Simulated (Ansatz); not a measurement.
Ge:

```
Ge
1.0
     0.00000    2.82891    2.82891
     2.82891    0.00000    2.82891
     2.82891    2.82891    0.00000
Ge
2
Direct
  0.75000 0.75000 0.75000
  0.50000 0.50000 0.50000
```

Program: Ansatz 0.2.0. Alike in all runs: cell as given; k mesh 8 × 8 × 8.

Order these runs on this cell by their pressure, lowest first.
A. level BLYP; potentials or basis Ansatz PAW; spin non-collinear, antiferromagnetic start, SOC; cutoff (eV) 420; smearing methfessel-paxton 0.1 eV
B. level PBE; potentials or basis Ansatz PAW; spin off; cutoff (eV) 420; smearing fermi-dirac 0.05 eV
C. level PBE+D3(BJ); potentials or basis PseudoDojo standard (PBE files); spin non-collinear, ferrimagnetic start, SOC; cutoff (eV) 1061; smearing fermi-dirac 0.1 eV

C (1.7 GPa), B (3.6 GPa), A (7.3 GPa).

Caveats: the starting moments weren't kept (some runs); the thresholds are loose for stress (some runs); pairwise dispersion overbinds metals, which lowers pressure and volume (some runs); the PAW data sets come from PBE, with cores solved anew for the run's functional, which leaves a small shift of forces and pressure (some runs).
